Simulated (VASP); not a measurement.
KCl (Sylvite):

```
CELL_PARAMETERS angstrom
0.00000 3.14647 3.14647
3.14647 0.00000 3.14647
3.14647 3.14647 0.00000
ATOMIC_POSITIONS crystal
K 0.00000 0.00000 0.00000
Cl 0.50000 0.50000 0.50000
```

Base run:

* Program: VASP 6.6.1
* Functional: MS2
* Potentials or basis: VASP PAW PBE potentials, release 64 (K_sv, Cl)
* Cutoff: 520 eV
* k mesh: 7 × 7 × 7
* Occupations: fermi-dirac, width 0.05 eV
* Spin: no spin polarisation

Its results: band gap on the k mesh 5.83 eV, direct; pressure 0.1 GPa.

Problem. The run is repeated on the same cell with these changes: functional from MS2 to revTPSS. What comes out?

Solution. Band gap on the k mesh 5.59 eV, direct; pressure 0.7 GPa.

Caveats: the PAW data sets were made with another functional, which shifts forces and pressure a little.

Not every run made on this cell is shown here.
